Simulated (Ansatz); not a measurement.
Relaxed-ion elastic tensor of Ti3SiC2 in space group P6_3/mmc (No. 194; Ti on 4f, Ti on 2a, Si on 2b, C on 4f) in GPa (Voigt order), DFT-r²SCAN in the program Ansatz with PAW potentials; density 4.51 g/cm³, 12.00 Å³ per atom.

```
 382  91.0   104   0.0   0.0   0.0
91.0   382   104   0.0   0.0   0.0
 104   104   375   0.0   0.0   0.0
 0.0   0.0   0.0   163   0.0   0.0
 0.0   0.0   0.0   0.0   163   0.0
 0.0   0.0   0.0   0.0   0.0   146
```

### Question
Is the crystal mechanically stable?

### Answer
Yes: the smallest eigenvalue of C is 146 GPa.

### Question
Work out the Voigt, Reuss and Hill averages.

### Answer
K_V = 193, K_R = 193, K_H = 193; G_V = 150, G_R = 149, G_H = 150 GPa.

### Question
Give Young's modulus, Poisson's ratio, Pugh's ratio and the universal anisotropy index.

### Answer
E = 9KG/(3K + G) = 357 GPa; ν = 0.19; K/G = 1.29 (brittle by the Pugh limit of 1.75); A_U = 5G_V/G_R + K_V/K_R − 6 = 0.03.

### Question
Estimate the sound speeds and the Debye temperature.

### Answer
v_l = √((K + 4G/3)/ρ) = 9330 m/s, v_t = √(G/ρ) = 5760 m/s, mean 6350 m/s; Θ = (h/k)(3n/4πV)^(1/3) v_m = 826 K.

### Question
Solve the Christoffel equation for the three sound speeds along x, y, z.

### Answer
Eigenvalues of C_ijkl n_j n_l equal ρv². In km/s, slowest first: x 5.68, 6.00, 9.20; y 5.68, 6.00, 9.20; z 6.00, 6.00, 9.11.

### Question
How much does each axis shrink under pressure?

### Answer
Linear compressibilities β_i = Σ_j S_ij (j = 1 to 3): x 1.7, y 1.7, z 1.7 per TPa.

The r²SCAN relaxation kept the symmetry of its start. The run is not spin-polarised. As this level gives no gap, shear constants depend on the k-mesh and smearing (Fermi–Dirac, 0.1 eV here).

Potentials: the later of the program's two PAW sets.
